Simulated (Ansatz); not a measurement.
MnO:

```
Mn O
1.0
     0.00000    2.22391    2.22391
     2.22391    0.00000    2.22391
     2.22391    2.22391    0.00000
Mn O
1 1
Direct
  0.00000 0.00000 0.00000
  0.50000 0.50000 0.50000
```

The cell is a database's computed one.

| Quantity | Value |
| --- | --- |
| Program | Ansatz 0.2.0 |
| Task | relaxation of cell and atoms |
| Functional | SVWN5 |
| Potentials or basis | Ansatz PAW |
| Cutoff | 420 eV (not typed: the program's choice for these potentials) |
| k mesh | 10 × 10 × 10 |
| Occupations | fermi-dirac, width 0.05 eV |
| Spin | collinear spin, ferromagnetic start |
| Starting moments | [4.0, 0.0] μB |

At the start: volume 11.00 Å³/atom.

Question: Where does the relaxation end?

Answer: It ends after 9 steps and the volume is 9.44 Å³/atom (-14.2 %); space group Fm-3m (No. 225, to 0.05 Å); moment 4.13 μB per cell.

The path:
```csv
step,energy change (eV),largest force (eV/Å),volume (Å³)
1,0.0000,0.0000,22.00
2,-0.1483,0.0000,20.36
3,-0.1877,0.0000,18.07
4,-0.2038,0.0000,18.94
5,-0.2036,0.0000,18.98
6,-0.2036,0.0000,18.97
7,-0.1955,0.0000,18.97
8,-0.1961,0.0000,18.88
9,-0.1956,0.0000,18.88
```

Final structure:
```xyz
2
Lattice="0.0000 2.1136 2.1136 2.1136 0.0000 2.1136 2.1136 2.1136 0.0000" Properties=species:S:1:pos:R:3 pbc="T T T"
Mn    0.0000    0.0000    0.0000
O     2.1136    2.1136    2.1136
```

Caveat: the plane-wave basis is chosen anew once the cell has moved, so the energies of steps on either side of that aren't comparable; the pressure holds a Pulay correction of +0.9 GPa for the finite cutoff; a cell with one magnetic atom can't hold antiferromagnetic order, which such compounds often take; the PAW data sets come from PBE, with cores solved anew for the run's functional, which leaves a small shift of forces and pressure.
